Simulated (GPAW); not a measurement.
Wanted: an ASE script for a GPAW 26.7.0 run.

```yaml
Task: single point
Functional: PBEsol
Potentials_or_basis: PAW data sets generated in the run's folder for this functional
Cutoff: 800 eV
Basis: pw
k_mesh: 12 × 12 × 12
Occupations: fermi-dirac, width 0.05 eV
Spin: collinear spin, ferromagnetic start
Starting_moments: "[2.0, 0.0] μB"
Ranks: 4
Maxiter: 150
```

Crystal: CoO.

```
Co O
1.0
    -1.50800    1.50800    2.10725
     1.50800   -1.50800    2.10725
     1.50800    1.50800   -2.10725
Co O
1 1
Cartesian
  0.0385 0.0077 -0.0330
  -0.0152 0.0302 2.1267
```

The cell isn't the ideal one: atoms moved at random, drawn with an rms of 0.05 Å.

The input as run:

run.py

```python
from ase import Atoms
from ase.dft.bandgap import bandgap
from ase.io import write
from ase.units import GPa
from ase.parallel import parprint
from gpaw import GPAW, PW, setup_paths

setup_paths.insert(0, '.')

atoms = Atoms(['Co', 'O'],
              cell=[[-1.508, 1.508, 2.1072475377],
                    [1.508, -1.508, 2.1072475377],
                    [1.508, 1.508, -2.1072475377]],
              scaled_positions=[[-0.00528, 0.004943, 0.015325],
                                [0.514629, 0.499585, 0.00496]],
              pbc=True)
atoms.set_initial_magnetic_moments([2.0, 0.0])

calc = GPAW(mode=PW(800),
            xc='PBEsol',
            kpts={'size': (12, 12, 12), 'gamma': True},
            occupations={'name': 'fermi-dirac', 'width': 0.05},
            nbands=17,
            convergence={'density': 1e-05, 'energy': 1e-05},
            maxiter=150,
            txt='gpaw.txt')
atoms.calc = calc
energy = atoms.get_potential_energy()
forces = atoms.get_forces()
stress = atoms.get_stress()
calc.write('gs.gpw')
write('result.traj', atoms)
parprint(f'Energy: {energy:.6f} eV')
parprint('Forces (eV/A):')
parprint(forces.round(4))
parprint('Stress (GPa):', (stress / GPa).round(3))
parprint('Moments:', calc.get_magnetic_moments().round(3))
parprint('Fermi level:', round(calc.get_fermi_level(), 4), 'eV')
parprint(f'Gap: {bandgap(calc)[0]:.4f} eV, direct: {bandgap(calc, direct=True)[0]:.4f} eV')
```

Potentials or basis: PAW data sets generated in the run's folder for this functional, pw.

The run is started by

```bash
$ gpaw-setup -f PBEsol Co O
$ OMP_NUM_THREADS=1 mpirun -n 4 gpaw python run.py
```

Results of the run:

- Pressure: -7.7 GPa
- Largest force: 0.063 eV/Å
- Band gap on the k mesh: none (metal or under the smearing width)
- Net moment: 2.95 μB per cell
- Site moments: Co +2.53; O +0.25 μB

Caveat: a cell with one magnetic atom can't hold antiferromagnetic order, which such compounds often take; semilocal functionals often make such compounds metallic where correlation or magnetic order opens a gap, which also shifts bond lengths.

Run time: 2.5 min on 4 MPI ranks on Arm Neoverse V1 (shared host), peak memory 0.34 GiB a rank.
